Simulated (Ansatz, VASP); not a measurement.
## Ir in VASP and in Ansatz

INCAR

```
ALGO     = Normal         # electronic algorithm
EDIFF    = 1E-7           # SCF threshold, eV
ENCUT    = 520            # plane-wave cutoff, eV
GGA      = RE             # functional
ISIF     = 2              # what is computed and relaxed
ISMEAR   = -1             # smearing method
LASPH    = True           # aspherical terms in the spheres
LCHARG   = False          # write CHGCAR
LREAL    = False          # projectors in reciprocal space
LWAVE    = False          # write WAVECAR
NBANDS   = 10             # bands
NELM     = 60             # most SCF steps
PREC     = Accurate       # precision mode
SIGMA    = 0.1            # smearing width, eV
```

KPOINTS

```
k-points
0
Gamma
  16 16 16
```

File POSCAR:

```
Ir
1.0
   -1.5606404450      1.5606404450      1.5606404450
    1.5606404450     -1.5606404450      1.5606404450
    1.5606404450      1.5606404450     -1.5606404450
Ir
1
Direct
    0.0000000000      0.0000000000      0.0000000000
```

Input for Ansatz:

```yaml
crystal:
  lattice:
    - [-1.560640445, 1.560640445, 1.560640445]
    - [1.560640445, -1.560640445, 1.560640445]
    - [1.560640445, 1.560640445, -1.560640445]
  atoms:
    - { symbol: Ir, position: [0.0, 0.0, 0.0] }
hamiltonian:
  xc: revpbe
  pseudopotentials:
    kind: paw
    azcp:
      Ir: "pseudopotentials/Ir.paw.azcp"
basis:
  ecutwfc: 420
  fft_grid_basis: typed
kpoints:
  mp_grid: { grid: [16, 16, 16], shift: [0, 0, 0] }
magnetization:
  spin_polarized: false
scf:
  occupations: { method: fermi_dirac, width: 0.1 }
  lower_state_search: "off"
output:
  stress: true
```

Alike in both runs: task single point; functional revPBE; k mesh 16 × 16 × 16; occupations fermi-dirac, width 0.1 eV; no spin polarisation.

|  | VASP | Ansatz |
| --- | --- | --- |
| version | VASP 6.6.1 | Ansatz 0.2.0 |
| potentials or method | VASP PAW PBE potentials, release 64 (Ir) | plane waves (420 eV) with PAW, scalar-relativistic |
| plane-wave cutoff (eV) | 520 | 420 |
| valence electrons in the cell | 9 | 17 |

```tsv
	VASP	Ansatz	Ansatz less VASP
pressure (GPa)	0.5	0.1	-0.35
```

The two sets of potentials don't hold the same shells in valence.

Caveats: the PAW data sets were made with another functional, which shifts forces and pressure a little (VASP). Spin-orbit coupling is left out, which matters for the levels of Ir.
